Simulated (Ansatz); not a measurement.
# Which magnetic order does Mn (Im-3m) prefer in this cell?

The source of the geometry is a measured structure from COD (the cell was measured well above room temperature), repeated to hold the magnetic orders; atoms and cell stay fixed.

Settings: PBE, 9×9×9 k mesh, Fermi–Dirac smearing of 0.05 eV. PAW means Ansatz 0.2.0 on its default frozen-core files; LAPW is all-electron LAPW in Ansatz 0.2.0. Site moments are integrated in spheres about the atoms, whose radii differ between the methods.

The reference run was typed so:

```yaml
crystal:
  lattice:
    - [3.081, 0.0, 0.0]
    - [0.0, 3.081, 0.0]
    - [0.0, 0.0, 3.081]
  atoms:
    - { symbol: Mn, position: [0.0, 0.0, 0.0], spin: 4.0 }
    - { symbol: Mn, position: [0.5, 0.5, 0.5], spin: 4.0 }
magnetization:
  spin_polarized: true
kpoints:
  mp_grid: { grid: [9, 9, 9] }
scf:
  occupations: { method: fermi_dirac, width: 0.05 }
  lower_state_search: "off"
hamiltonian:
  xc: pbe
  pseudopotentials: { kind: paw }
output:
  forces: true
  stress: true
  eigenvalues: true
  populations: true
  write_density: true
  write_potential: true
  elf: true
  volumetric_format: npy
```

Command: `ansatz run input.yaml --threads 1 --pin off --max-ram 3072MiB --backend cpu --events-out ev --progress --plain --runs-dir out`

The input for «start Mn1↑ Mn2↓» by LAPW differs from it in these lines, output keys apart:

```diff
-    - { symbol: Mn, position: [0.5, 0.5, 0.5], spin: 4.0 }
+    - { symbol: Mn, position: [0.5, 0.5, 0.5], spin: -4.0 }
-  pseudopotentials: { kind: paw }
+  pseudopotentials: { kind: all_electron, lapw: { basis_error: 0.001 } }
```

Energies count from the run that starts all moments parallel. Patterns list the atoms that start with 0.5 μB or more.

```json
{"start": "Mn1↑, Mn2↑", "ΔF PAW (meV/atom)": "0.0", "ΔF LAPW (meV/atom)": "0.0", "largest moment, PAW (μB)": "?", "M, PAW (μB/cell)": "5.50", "order at the end, PAW": "kept", "P, PAW (GPa)": "-16.0"}
{"start": "Mn1↑, Mn2↓", "ΔF PAW (meV/atom)": "-379.8", "ΔF LAPW (meV/atom)": "-380.3", "largest moment, PAW (μB)": "3.25", "M, PAW (μB/cell)": "0.00", "order at the end, PAW": "kept", "P, PAW (GPa)": "-9.1"}
{"start": "no spin polarisation", "ΔF PAW (meV/atom)": "?", "ΔF LAPW (meV/atom)": "–", "largest moment, PAW (μB)": "0.00", "M, PAW (μB/cell)": "0.00", "order at the end, PAW": "–", "P, PAW (GPa)": "-42.5"}
```

Question: Give the missing entry: row "no spin polarisation", column "ΔF PAW (meV/atom)".

Answer: +148.8.

Question: Give the missing entry: row "Mn1↑, Mn2↑", column "largest moment, PAW (μB)".

Answer: 2.70.

The lowest of these ends as follows. Site moments (μB): Mn1 3.25, Mn2 -3.25. Cell moment 0.00 μB. Orders of other supercells weren't tried and can lie lower.

This cell lies far from its zero-pressure volume, so the numbers describe the cell as given rather than the relaxed compound. The Ansatz runs typed with the search for lower states off end where their start leads. None of this fixes the real material's magnetic order: only patterns that fit the cell were computed, at zero temperature, with a functional that can overstate moments.
